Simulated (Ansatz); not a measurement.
# SnO$_{2}$ (P4_2/mnm), clamped-ion strain scan

The calculation used Ansatz 0.2.0, DFT r2SCAN, scalar-relativistic, plane waves, PAW. Cutoff 500 eV, Γ-centred 6×6×8 k-points, Gaussian smearing of 0.05 eV. No spin polarisation. Energies are free energies at this smearing, counted from the undisturbed cell; pressure is positive in compression.

Reference structure (relaxed at this level):

```
CELL_PARAMETERS angstrom
4.75982 0.00000 0.00000
0.00000 4.76006 0.00000
0.00000 0.00000 3.20071
ATOMIC_POSITIONS crystal
Sn 0.50000 0.50000 0.50000
Sn 0.00000 0.00000 0.00000
O 0.30586 0.30596 0.00000
O 0.80586 0.19404 0.50000
O 0.19414 0.80596 0.50000
O 0.69414 0.69404 0.00000
```

The cell is strained by ε times the Voigt pattern (0, 0, 0, 0, 0, 1) (xx, yy, zz, yz, xz, xy; engineering shear) with fractional coordinates fixed.

```csv
ε,ΔE (meV/atom),"stress summed along the pattern (GPa, tension positive)",pressure (GPa),gap on the mesh (eV)
-0.1000,79.2,?,?,1.75
-0.0500,19.6,-10.41,0.7,1.76
0.0000,0.0,0.00,0.0,1.77
0.0250,4.9,5.18,0.2,1.77
0.0750,44.3,15.71,1.5,1.76
```

(1) Give the withheld values.

## Answers

(1) stress summed along the pattern (GPa, tension positive) at ε = -0.1000: -21.12; pressure (GPa) at ε = -0.1000: 2.7.